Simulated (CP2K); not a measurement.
Tc:

```xyz
2
Lattice="2.7400 0.0000 0.0000 -1.3700 2.3729 0.0000 0.0000 0.0000 4.3980" Properties=species:S:1:pos:R:3 pbc="T T T"
Tc    1.3700    0.7910    3.2985
Tc    0.0000    1.5819    1.0995
```

Base run:

| Quantity | Value |
| --- | --- |
| Program | CP2K 2026.2 |
| Functional | PBE |
| Potentials or basis | POTENTIAL_UZH Tc GTH-PBE-q15; TZVP-MOLOPT-PBE-GTH basis |
| Density cutoff | 9184 eV |
| k mesh | 11 × 11 × 6 |
| Occupations | fermi-dirac, width 0.05 eV |
| Spin | no spin polarisation |

Its results: band gap on the k mesh none (metal or under the smearing width); pressure 6.9 GPa.

**Question.** The run is repeated on the same cell with these changes: functional from PBE to LDA. What comes out?

**Answer.** Band gap on the k mesh none (metal or under the smearing width); pressure -6.9 GPa.

LDA binds more tightly than PBE, so the same cell stands under less pressure.

Caveats: the basis of atomic orbitals isn't converged, which shifts pressures, moduli and gaps; the potentials were made for another functional, which shifts forces and pressure (some runs).

Not every run made on this cell is shown here.
